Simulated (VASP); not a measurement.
Input of a VASP 6.6.1 run:

Contents of run.py:

```python
from ase.calculators.vasp import Vasp
from ase.dft.bandgap import bandgap
from ase.io import read

atoms = read('Si.xyz')
calc = Vasp(
    directory='calc',
    xc='rpbe',
    pp='PBE',
    setups='recommended',
    pp_version='54',
    prec='Accurate',
    encut=520,
    ediff=1e-07,
    ismear=0,
    sigma=0.02,
    lreal=False,
    lasph=True,
    nelm=80,
    algo='Normal',
    isif=2,
    lwave=False,
    lcharg=False,
    kpts=[6, 6, 6],
    gamma=True,
    nbands=21,
)
atoms.calc = calc

print('energy (eV):', atoms.get_potential_energy())
print('free energy (eV):', atoms.get_potential_energy(force_consistent=True))
print('forces (eV/A):')
print(atoms.get_forces())
print('stress (eV/A^3, Voigt):', atoms.get_stress())
print('Fermi level (eV):', calc.get_fermi_level())
gap, top, bottom = bandgap(calc)
print('band gap (eV):', gap, 'from (spin, k, band)', top, 'to', bottom)
```

File Si.xyz:

```xyz
6
Lattice="-3.3360831900 3.3360831900 3.3360831900 3.3360831900 -3.3360831900 3.3360831900 3.3360831900 3.3360831900 -3.3360831900" Properties=species:S:1:pos:R:3 pbc="T T T"
Si     1.6680415950      0.0000000000      3.3360831900
Si     3.3360831900      0.0000000000      1.6680415950
Si     3.3360831900      1.6680415950      0.0000000000
Si     1.6680415950      3.3360831900      0.0000000000
Si     0.0000000000      1.6680415950      3.3360831900
Si     0.0000000000      3.3360831900      1.6680415950
```

Potentials or basis: VASP PAW PBE potentials, release 54 (Si).

Command:

```sh
$ python run.py
```

(1) Predict the pressure.

(2) Estimate the band gap on the k mesh.

Results:

(1) 3.0 GPa.

(2) 0.18 eV, indirect (least direct gap 0.40 eV).

Caveat: the PAW data sets were made with another functional, which shifts forces and pressure a little.
